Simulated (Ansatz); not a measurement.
# MnO (Fm-3m) in Ansatz: settings compared, part 2 of 2

Ansatz 0.2.0.

### Step 3. Relaxation of cell and atoms, RPBE, collinear spin, ferromagnetic start

input.yaml

```yaml
crystal:
  lattice:
    - [0.0, 2.2239077028, 2.2239077028]
    - [2.2239077028, 0.0, 2.2239077028]
    - [2.2239077028, 2.2239077028, 0.0]
  atoms:
    - { symbol: Mn, position: [0.0, 0.0, 0.0], spin: 4.0 }
    - { symbol: O, position: [0.5, 0.5, 0.5] }
hamiltonian:
  xc: rpbe
  pseudopotentials: { kind: paw }
magnetization:
  spin_polarized: true
kpoints:
  mp_grid: { grid: [10, 10, 10] }
scf:
  occupations: { method: fermi_dirac, width: 0.05 }
output:
  forces: true
  stress: true
relax:
  f_tol: 0.01
  max_steps: 40
  cell: { stress_tol: 0.05 }
```

Potentials or basis: Ansatz PAW.

Command:

```sh
ansatz run input.yaml --threads 2 --pin off --max-ram 5632MiB --backend cpu --events-out ev --progress --plain --runs-dir out
```

Output:

```text
Warning: RAYON_NUM_THREADS=2 ignored (pool sized by the plan → 2); use --threads N
Engine: ansatz 0.2.0, x86_64-unknown-linux-gnu
Pseudopotentials: kind: paw
Pseudopotential: Mn, paw, valence charge 15, recommended cutoff 420 eV (normal), Mn.paw.azcp
Pseudopotential: O, paw, valence charge 6, recommended cutoff 420 eV (normal), O.paw.azcp
Functional definition: RPBE
  parameter kappa = 0.804
  parameter beta = 0.06672455060314922
  exchange = rpbe_x(kappa = kappa, mu = beta*pi^2/3)
  correlation = pbe_c(beta = beta)
Crystal: 2 atoms, lattice volume = 21.998 Å³
Basis set: ecut = 420 eV, 411 PW (Γ), exchange–correlation on 48×48×48 points (8 copies of the dense FFT grid, shifted against one another)
Bands: 17, of which v1, the nominal top of the filled ones, is band 11 counted from 1 (10 counted from 0)
Symmetry: 48 space group operations
Space group: Fm-3m (ITA 225), of the structure as read, at distance tolerance 2.8e-5 Å
Magnetic group: BNS 225.116 (UNI 1618), of the structure as read, at distance tolerance 2.8e-5 Å
k-points: 47 of 1000
Non-local potential: Mn, projectors of the file, l = 0: 3, l = 1: 2, l = 2: 3, l = 3: 1
Non-local potential: O, projectors of the file, l = 0: 2, l = 1: 2, l = 2: 1
PAW form: soft (Blöchl's): semilocal exchange-correlation on the pseudo side does not see the compensation charge
PAW frozen core: Mn, regenerated for the run's functional, and the local potential with it (the file was generated under x = pbe(κ = 0.804, μ = 0.2195149727645171), c = pbe(β = 0.06672455060314922))
PAW frozen core: O, regenerated for the run's functional, and the local potential with it (the file was generated under x = pbe(κ = 0.804, μ = 0.2195149727645171), c = pbe(β = 0.06672455060314922))
PAW one-centre angular grid: Mn, 590 points (default); XC on 64 Gauss nodes
PAW one-centre angular grid: O, 110 points (default); XC on 64 Gauss nodes
Initial density: superposition of atomic densities (chi_scale 0.1, normalization cell, long waves kept (reshape's long-wave potential 0.00 eV rms))
Starting moments: Σ|m| = 4 μB on 1 of 2 sites
Initial wavefunctions: pseudopotential atomic-orbital guess
Functional: x = rpbe, c = pbe(β = 0.06672455060314922)
SCF iter   1: F=—  HF=-4472.990375 eV  |F-HF|=—  |Δ(HF+E_count)|=         —  Δρ=1.35e-1 (↑1.35e-1 ↓6.83e-2)  dr2=6.51e0  dr2_m=5.44e-1  M=4.343 μB ∫|m|=4.343 μB  β_m=0.30  ethr=3.10e-3  ⟨swp⟩=3.6  Hψ=6489  notcnv=0
Mixer restart at iter 1: flushing history
preconditioner: auto → none  [metal: Δε(μ)=0.031 eV  Ē_g=12.464 eV  σ=0.050 eV  W_gap=0.15  n_scr=8 (ndim 8)  ℏωp=28.5 eV  f_vac=0.000  D(μ)=1.33/eV (n_scr^D=14)  sad-step TF]
SCF iter   2: F=—  HF=-4472.620400 eV  |F-HF|=—  |Δ(HF+E_count)|=   3.70e-1  Δρ=7.25e-2 (↑7.25e-2 ↓2.69e-2)  dr2=1.24e0  dr2_m=3.03e-1  M=4.496 μB ∫|m|=4.496 μB  β_m=0.42  ethr=3.10e-3  ⟨swp⟩=2.9  Hψ=3788  notcnv=0  defer=48
SCF iter   3: F=—  HF=-4472.675298 eV  |F-HF|=—  |Δ(HF+E_count)|=   5.49e-2  Δρ=2.26e-2 (↑2.26e-2 ↓1.77e-2)  dr2=1.08e-1  dr2_m=5.71e-2  M=4.600 μB ∫|m|=4.600 μB  β_m=0.54  ethr=3.10e-3  ⟨swp⟩=2.7  Hψ=3227  notcnv=0  defer=78
SCF iter   4: F=—  HF=-4472.710709 eV  |F-HF|=—  |Δ(HF+E_count)|=         —  Δρ=1.60e-2 (↑1.60e-2 ↓1.27e-2)  dr2=1.05e-2  dr2_m=3.77e-2  M=4.799 μB ∫|m|=4.799 μB  β_m=0.54  ethr=5.16e-4  ⟨swp⟩=2.4  Hψ=3022  notcnv=0  defer=86
Mixer restart at iter 4: flushing history
SCF iter   5: F=—  HF=-4472.731465 eV  |F-HF|=—  |Δ(HF+E_count)|=   2.08e-2  Δρ=7.53e-3 (↑5.60e-3 ↓7.53e-3)  dr2=2.00e-3  dr2_m=7.87e-3  M=4.804 μB ∫|m|=4.804 μB  β_m=0.74  ethr=4.98e-5  ⟨swp⟩=2.0  Hψ=2772  notcnv=0  defer=86
SCF iter   6: F=—  HF=-4472.743458 eV  |F-HF|=—  |Δ(HF+E_count)|=   1.20e-2  Δρ=5.15e-3 (↑5.15e-3 ↓8.58e-4)  dr2=3.30e-3  dr2_m=1.50e-3  M=4.821 μB ∫|m|=4.821 μB  β_m=0.62  ethr=9.54e-6  ⟨swp⟩=2.0  Hψ=3031  notcnv=0  defer=86
SCF iter   7: F=—  HF=-4472.741973 eV  |F-HF|=—  |Δ(HF+E_count)|=   1.48e-3  Δρ=6.88e-4 (↑1.54e-4 ↓6.88e-4)  dr2=1.89e-4  dr2_m=1.83e-5  M=4.819 μB ∫|m|=4.819 μB  β_m=0.64  ethr=9.54e-6  ⟨swp⟩=2.0  Hψ=3151  notcnv=0  defer=86
SCF iter   8: F=—  HF=-4472.742009 eV  |F-HF|=—  |Δ(HF+E_count)|=   3.54e-5  Δρ=4.40e-4 (↑4.40e-4 ↓1.95e-4)  dr2=4.26e-5  dr2_m=4.77e-6  M=4.820 μB ∫|m|=4.820 μB  β_m=0.60  ethr=9.00e-7  ⟨swp⟩=2.1  Hψ=2421  notcnv=0  defer=86
SCF iter   9: F=—  HF=-4472.742016 eV  |F-HF|=—  |Δ(HF+E_count)|=   6.93e-6  Δρ=1.57e-4 (↑1.57e-4 ↓5.07e-5)  dr2=4.49e-6  dr2_m=8.97e-7  M=4.820 μB ∫|m|=4.820 μB  β_m=0.80  ethr=2.03e-7  ⟨swp⟩=2.3  Hψ=2160  notcnv=0  defer=86
[... 72 lines left out ...]
preconditioner: auto → none  [metal: Δε(μ)=0.123 eV  Ē_g=12.912 eV  σ=0.050 eV  W_gap=0.45  n_scr=0 (ndim 8)  ℏωp=27.8 eV  f_vac=0.000  D(μ)=0.57/eV (n_scr^D=0)]
SCF iter   2: F=—  HF=-4472.760957 eV  |F-HF|=—  |Δ(HF+E_count)|=   3.84e-8  Δρ=1.10e-5 (↑1.10e-5 ↓7.62e-6)  dr2=5.50e-8  dr2_m=1.60e-9  M=4.923 μB ∫|m|=4.923 μB  β_m=0.36  ethr=2.87e-10  ⟨swp⟩=2.0  Hψ=2211  notcnv=0
SCF iter   3: F=—  HF=-4472.760957 eV  |F-HF|=—  |Δ(HF+E_count)|=   9.42e-9  Δρ=4.00e-6 (↑4.00e-6 ↓3.00e-6)  dr2=2.47e-9  dr2_m=7.01e-10  M=4.923 μB ∫|m|=4.923 μB  β_m=0.60  ethr=2.62e-10  ⟨swp⟩=2.0  Hψ=2165  notcnv=0
SCF iter   4: F=—  HF=-4472.760957 eV  |F-HF|=—  |Δ(HF+E_count)|=   1.47e-8  Δρ=9.75e-7 (↑9.75e-7 ↓5.40e-7)  dr2=2.35e-10  dr2_m=2.66e-11  M=4.923 μB ∫|m|=4.923 μB  β_m=0.61  ethr=1.18e-11  ⟨swp⟩=2.0  Hψ=2211  notcnv=0
SCF iter   5: F=—  HF=-4472.760957 eV  |F-HF|=—  |Δ(HF+E_count)|=  9.80e-10  Δρ=5.01e-7 (↑5.01e-7 ↓1.62e-7)  dr2=5.55e-11  dr2_m=1.26e-11  M=4.923 μB ∫|m|=4.923 μB  β_m=0.75  ethr=1.12e-12  ⟨swp⟩=2.1  Hψ=2262  notcnv=0
SCF iter   6: F=—  HF=-4472.760957 eV  |F-HF|=—  |Δ(HF+E_count)|=  2.07e-10  Δρ=1.31e-7 (↑1.31e-7 ↓2.59e-8)  dr2=5.08e-12  dr2_m=6.57e-13  M=4.923 μB ∫|m|=4.923 μB  β_m=0.81  ethr=1.00e-12  ⟨swp⟩=2.4  Hψ=2231  notcnv=0
SCF iter   7: F=-4472.760957 eV  HF=-4472.760957 eV  |F-HF|=2.73e-12  |Δ(HF+E_count)|=  7.28e-12  Δρ=8.68e-8 (↑3.06e-8 ↓8.68e-8)  dr2=3.25e-12  dr2_m=1.98e-13  M=4.923 μB ∫|m|=4.923 μB  ethr=1.00e-12  ⟨swp⟩=3.1  Hψ=5508  notcnv=0
SCF 7 converged in 7 iterations: F = -4472.760957 eV  dr2 = 3.25e-12
relax step   7: F+E_penalty+E_count = -4472.76095732 eV  Δ(F+E_penalty+E_count) = -1.621e-4 eV  max|allowed force component| = 4.043e-30 eV/Å  Δτ_max = 0.0000 Å  P = +0.019 GPa  Ω = 23.125 Å³  stress off target by 1.91e-2 GPa  SCF on the basis re-selected at this cell (its energy is not comparable with the rows above)  (7 SCF iters)
basis re-selected at this cell: Δ(F+E_penalty+E_count) = -1.621e-4 eV, ΔP = +0.006 GPa vs the last step (what re-selecting the basis moved, of the pressure what is left beyond the Pulay correction that the steps carried, after the strain that the cell walked since its last selection, with what the two solves' SCF thresholds leave and, on support functions, any second-order correction that the steps lacked; it is no measure of the basis error at this ecutwfc). This SCF's stress stands 1.91e-2 GPa from its target on what of the cell is left free (relax.cell.stress_tol is 5.00e-2 GPa) and its largest allowed force component is 4.04e-30 eV/Å (relax.f_tol is 1.00e-2 eV/Å): within both
SCF converged after 7 iterations
Magnetization: 4.9232 μB (12.9616 up, 8.0384 down)
Absolute magnetization: 4.9232 μB (∫|ρ↑−ρ↓|, with the PAW one-centre terms)
Spin contamination: 0.0078 ħ² per cell (⟨S²⟩ above its minimum at these occupations)
Per-site moments (μB) at R_I (Å): [(4.193748702614909, 0.9327733552602974), (0.23249167678099672, 0.9327733552602974)]
Free energy (F): -4472.760957 eV
Harris-Foulkes:  -4472.760957 eV  (|F-HF|=2.73e-12)
Internal energy: -4472.756145 eV  (E = F + TS)
E sigma→0 (E₀):  -4472.758551 eV
Entropy (-TS):   -0.004812 eV (-2.406 meV/atom)
Fermi energy:    12.621038 eV
--- Per-component energies (eV) ---
  E_band       = -261.725285
  E_kinetic    = 472.902904
  E_local      = -2290.449437  (includes V_loc(G=0)·N_el)
  E_nonlocal   = 301.696878
  E_hartree    = 917.885355
  E_xc         = -184.677172
  E_vxc        = -235.226686  (∫ρ·V_xc dr)
  E_paw        = -1472.724904  (= ΣΔE_a)
  E_vpaw       = -346.422043  (= ΣTr[D̂ρ^β])
  E_aug_tail   = 0.002353  (compensation charges beyond the density's cutoff)
  E_ewald      = -2217.321533
  E_core_change = -0.070589  (= ΣΔE_core)
  E_smearing   = -0.004812  (= −TS)
  E_closure    = 0.000000  (closes the sum)
  Σ components = -4472.760957   (vs F -4472.760957, Δ=0.00e0)
--- Forces (eV/Å), atoms counted from 1 ---
  atom   1  Mn    -0.00000000     0.00000000     0.00000000
  atom   2  O      0.00000000    -0.00000000     0.00000000
  max |Σ_I F_I| component: 6.64e-30 eV/Å
--- Stress (GPa, compression-positive) ---
        0.019066      -0.000000      -0.000000
       -0.000000       0.019066      -0.000000
       -0.000000       0.000000       0.019066
  P = ⅓ Tr σ = 0.0191 GPa (0.191 kbar)
--- Relaxed structure (5 steps of the walk, 5 accepted, 2 SCFs on fresh bases) ---
  F+E_penalty+E_count = -4472.76095732 eV   max|allowed force component| = 4.043e-30 eV/Å   (the final SCF, on the basis selected at the relaxed cell)
  cell:  # Å, volume = 23.1253 Å³
    - [1.594294139980222e-33, 2.2612687400249634, 2.2612687400249634]
    - [2.2612687400249634, 4.776911280839619e-34, 2.2612687400249634]
    - [2.2612687400249634, 2.2612687400249634, 1.1038645818140216e-33]
  atoms:
    - { symbol: Mn, position: [6.31466816748309e-36, -5.412572715045926e-36, -5.412572715023774e-36] }
    - { symbol: O, position: [0.5, 0.5, 0.5] }
```

Wall time 9.3 s (2 threads of Intel Xeon Platinum 8259CL at 2.50GHz (Skylake/Cascade Lake), shared host); peak memory 0.38 GiB.

Results:

| Property | Result |
| --- | --- |
| Free energy | -4472.7610 eV |
| Relaxed volume | 11.56 Å³/atom |
| Relaxed cell | a = 3.198 Å, b = 3.198 Å, c = 3.198 Å, α = 60.00°, β = 60.00°, γ = 60.00° |
| Space group after relaxing (to 0.05 Å) | Fm-3m (No. 225) |
| Energy gained by relaxing | 9.5 meV/atom |
| Ionic steps | 7 |
| Pressure after relaxing | 0.0 GPa |
| Net moment | 4.92 μB per cell |
| Absolute moment | 4.92 μB per cell |
| Site moments | Mn +4.19; O +0.23 μB |

Step by step:
```csv
step,energy change (eV),largest force (eV/Å),volume (Å³)
1,0.0000,0.0000,22.00
2,-0.0121,0.0000,22.57
3,-0.0143,0.0000,23.04
4,-0.0142,0.0000,23.07
5,-0.0189,0.0000,23.07
6,-0.0188,0.0000,23.13
7,-0.0189,0.0000,23.13
```

Final structure:
```
CELL_PARAMETERS angstrom
0.00000 2.26127 2.26127
2.26127 0.00000 2.26127
2.26127 2.26127 0.00000
ATOMIC_POSITIONS crystal
Mn 0.00000 0.00000 0.00000
O 0.50000 0.50000 0.50000
```

Caveat: the plane-wave basis is chosen anew once the cell has moved, so the energies of steps on either side of that aren't comparable; the pressure holds a Pulay correction of +0.5 GPa for the finite cutoff; a cell with one magnetic atom can't hold antiferromagnetic order, which such compounds often take; the PAW data sets come from PBE, with cores solved anew for the run's functional, which leaves a small shift of forces and pressure.

### Step 4. Relaxation of cell and atoms, revPBE, collinear spin, ferromagnetic start

Changes to input.yaml since step 3:

```diff
@@ -9,3 +9,3 @@
 hamiltonian:
-  xc: rpbe
+  xc: revpbe
   pseudopotentials: { kind: paw }
```

Potentials or basis: Ansatz PAW.

Command:

```sh
ansatz run input.yaml --threads 2 --pin off --max-ram 5632MiB --backend cpu --events-out ev --progress --plain --runs-dir out
```

Output:

```text
Warning: RAYON_NUM_THREADS=2 ignored (pool sized by the plan → 2); use --threads N
[... 4 set-up lines as earlier in the session ...]
Functional definition: revPBE
  parameter kappa = 1.245
[... 1 set-up line as earlier in the session ...]
  exchange = pbe_x(kappa = kappa, mu = beta*pi^2/3)
[... 1 set-up line as earlier in the session ...]
Crystal: 2 atoms, lattice volume = 21.998 Å³
Basis set: ecut = 420 eV, 411 PW (Γ), exchange–correlation on 48×48×48 points (8 copies of the dense FFT grid, shifted against one another)
Bands: 17, of which v1, the nominal top of the filled ones, is band 11 counted from 1 (10 counted from 0)
[... 2 set-up lines as earlier in the session ...]
Magnetic group: BNS 225.116 (UNI 1618), of the structure as read, at distance tolerance 2.8e-5 Å
k-points: 47 of 1000
[... 8 set-up lines as earlier in the session ...]
Starting moments: Σ|m| = 4 μB on 1 of 2 sites
[... 1 set-up line as earlier in the session ...]
Functional: x = revpbe(κ = 1.245, μ = 0.2195149727645171), c = pbe(β = 0.06672455060314922)
SCF iter   1: F=—  HF=-4471.129232 eV  |F-HF|=—  |Δ(HF+E_count)|=         —  Δρ=1.34e-1 (↑1.34e-1 ↓6.88e-2)  dr2=6.52e0  dr2_m=5.32e-1  M=4.335 μB ∫|m|=4.335 μB  β_m=0.30  ethr=3.10e-3  ⟨swp⟩=3.6  Hψ=6493  notcnv=0
Mixer restart at iter 1: flushing history
preconditioner: auto → none  [metal: Δε(μ)=0.030 eV  Ē_g=12.448 eV  σ=0.050 eV  W_gap=0.15  n_scr=8 (ndim 8)  ℏωp=28.5 eV  f_vac=0.000  D(μ)=1.32/eV (n_scr^D=14)  sad-step TF]
SCF iter   2: F=—  HF=-4470.761138 eV  |F-HF|=—  |Δ(HF+E_count)|=   3.68e-1  Δρ=7.17e-2 (↑7.17e-2 ↓2.69e-2)  dr2=1.23e0  dr2_m=2.94e-1  M=4.486 μB ∫|m|=4.486 μB  β_m=0.42  ethr=3.10e-3  ⟨swp⟩=2.9  Hψ=3786  notcnv=0  defer=48
SCF iter   3: F=—  HF=-4470.814148 eV  |F-HF|=—  |Δ(HF+E_count)|=   5.30e-2  Δρ=2.22e-2 (↑2.22e-2 ↓1.75e-2)  dr2=1.06e-1  dr2_m=5.52e-2  M=4.588 μB ∫|m|=4.588 μB  β_m=0.54  ethr=3.10e-3  ⟨swp⟩=2.7  Hψ=3198  notcnv=0  defer=80
[... 84 lines left out ...]
relax step   7: F+E_penalty+E_count = -4470.88838033 eV  Δ(F+E_penalty+E_count) = -1.384e-4 eV  max|allowed force component| = 4.076e-29 eV/Å  Δτ_max = 0.0000 Å  P = +0.016 GPa  Ω = 22.833 Å³  stress off target by 1.59e-2 GPa  SCF on the basis re-selected at this cell (its energy is not comparable with the rows above)  (7 SCF iters)
basis re-selected at this cell: Δ(F+E_penalty+E_count) = -1.384e-4 eV, ΔP = +0.007 GPa vs the last step (what re-selecting the basis moved, of the pressure what is left beyond the Pulay correction that the steps carried, after the strain that the cell walked since its last selection, with what the two solves' SCF thresholds leave and, on support functions, any second-order correction that the steps lacked; it is no measure of the basis error at this ecutwfc). This SCF's stress stands 1.59e-2 GPa from its target on what of the cell is left free (relax.cell.stress_tol is 5.00e-2 GPa) and its largest allowed force component is 4.08e-29 eV/Å (relax.f_tol is 1.00e-2 eV/Å): within both
SCF converged after 7 iterations
Magnetization: 4.8907 μB (12.9453 up, 8.0547 down)
Absolute magnetization: 4.8907 μB (∫|ρ↑−ρ↓|, with the PAW one-centre terms)
Spin contamination: 0.0086 ħ² per cell (⟨S²⟩ above its minimum at these occupations)
Per-site moments (μB) at R_I (Å): [(4.161439787429483, 0.9288290791053696), (0.2322042065432552, 0.9288290791053696)]
Free energy (F): -4470.888380 eV
Harris-Foulkes:  -4470.888380 eV  (|F-HF|=2.73e-12)
Internal energy: -4470.882556 eV  (E = F + TS)
E sigma→0 (E₀):  -4470.885468 eV
Entropy (-TS):   -0.005824 eV (-2.912 meV/atom)
Fermi energy:    12.804708 eV
--- Per-component energies (eV) ---
  E_band       = -258.242990
  E_kinetic    = 473.160199
  E_local      = -2275.936177  (includes V_loc(G=0)·N_el)
  E_nonlocal   = 301.983127
  E_hartree    = 912.142894
  E_xc         = -184.605632
  E_vxc        = -235.325919  (∫ρ·V_xc dr)
  E_paw        = -1470.840979  (= ΣΔE_a)
  E_vpaw       = -346.412297  (= ΣTr[D̂ρ^β])
  E_aug_tail   = 0.002414  (compensation charges beyond the density's cutoff)
  E_ewald      = -2226.737397
  E_core_change = -0.051005  (= ΣΔE_core)
  E_smearing   = -0.005824  (= −TS)
  E_closure    = 0.000000  (closes the sum)
  Σ components = -4470.888380   (vs F -4470.888380, Δ=0.00e0)
--- Forces (eV/Å), atoms counted from 1 ---
  atom   1  Mn    -0.00000000     0.00000000    -0.00000000
  atom   2  O      0.00000000    -0.00000000     0.00000000
  max |Σ_I F_I| component: 6.99e-29 eV/Å
--- Stress (GPa, compression-positive) ---
        0.015889       0.000000      -0.000000
       -0.000000       0.015889      -0.000000
       -0.000000       0.000000       0.015889
  P = ⅓ Tr σ = 0.0159 GPa (0.159 kbar)
--- Relaxed structure (5 steps of the walk, 5 accepted, 2 SCFs on fresh bases) ---
  F+E_penalty+E_count = -4470.88838033 eV   max|allowed force component| = 4.076e-29 eV/Å   (the final SCF, on the basis selected at the relaxed cell)
  cell:  # Å, volume = 22.8331 Å³
    - [1.378935056233515e-33, 2.25170685843726, 2.25170685843726]
    - [2.25170685843726, 1.2324431106254751e-33, 2.25170685843726]
    - [2.25170685843726, 2.25170685843726, 4.522142679194836e-34]
  atoms:
    - { symbol: Mn, position: [4.2849533992060584e-36, -2.9318102204998544e-36, -8.795430661517201e-36] }
    - { symbol: O, position: [0.49999999999999994, 0.49999999999999994, 0.49999999999999994] }
```

Run time: 9.9 s. Hardware: 2 threads of Intel Xeon Platinum 8259CL at 2.50GHz (Skylake/Cascade Lake), shared host; peak memory 0.37 GiB.

Results:

```yaml
Free_energy: -4470.8884 eV
Relaxed_volume: 11.42 Å³/atom
Relaxed_cell: a = 3.184 Å, b = 3.184 Å, c = 3.184 Å, α = 60.00°, β = 60.00°, γ = 60.00°
Space_group_after_relaxing_to_0.05_Å: Fm-3m (No. 225)
Energy_gained_by_relaxing: 5.1 meV/atom
Ionic_steps: 7
Pressure_after_relaxing: 0.0 GPa
Net_moment: 4.89 μB per cell
Absolute_moment: 4.89 μB per cell
Site_moments: Mn +4.16; O +0.23 μB
```

Step by step:
| step | energy change (eV) | largest force (eV/Å) | volume (Å³) |
| --- | --- | --- | --- |
| 1 | 0.0000 | 0.0000 | 22.00 |
| 2 | -0.0062 | 0.0000 | 22.42 |
| 3 | -0.0070 | 0.0000 | 22.74 |
| 4 | -0.0068 | 0.0000 | 22.79 |
| 5 | -0.0101 | 0.0000 | 22.79 |
| 6 | -0.0100 | 0.0000 | 22.83 |
| 7 | -0.0101 | 0.0000 | 22.83 |

Final structure:
```
Mn O
1.0
     0.00000    2.25171    2.25171
     2.25171    0.00000    2.25171
     2.25171    2.25171    0.00000
Mn O
1 1
Direct
  0.00000 0.00000 0.00000
  0.50000 0.50000 0.50000
```

Caveat: the plane-wave basis is chosen anew once the cell has moved, so the energies of steps on either side of that aren't comparable; the pressure holds a Pulay correction of +0.6 GPa for the finite cutoff; a cell with one magnetic atom can't hold antiferromagnetic order, which such compounds often take; the PAW data sets come from PBE, with cores solved anew for the run's functional, which leaves a small shift of forces and pressure.

### Step 5. Summary

| level | pressure (GPa) | moment (μB) | relaxed volume (Å³/atom) |
| --- | --- | --- | --- |
| PBEsol | 0.0 | 4.45 | 10.12 |
| RPBE | 0.0 | 4.92 | 11.56 |
| revPBE | 0.0 | 4.89 | 11.42 |

Alike in all rows: task relaxation of cell and atoms; potentials or basis Ansatz PAW; spin collinear, ferromagnetic start; cell relaxed; k mesh 10 × 10 × 10; cutoff (eV) 420; smearing fermi-dirac 0.05 eV.

Caveats: the plane-wave basis is chosen anew once the cell has moved, so the energies of steps on either side of that aren't comparable; a cell with one magnetic atom can't hold antiferromagnetic order, which such compounds often take; the PAW data sets come from PBE, with cores solved anew for the run's functional, which leaves a small shift of forces and pressure.

Absolute energies hang on the potentials; compare differences alone.
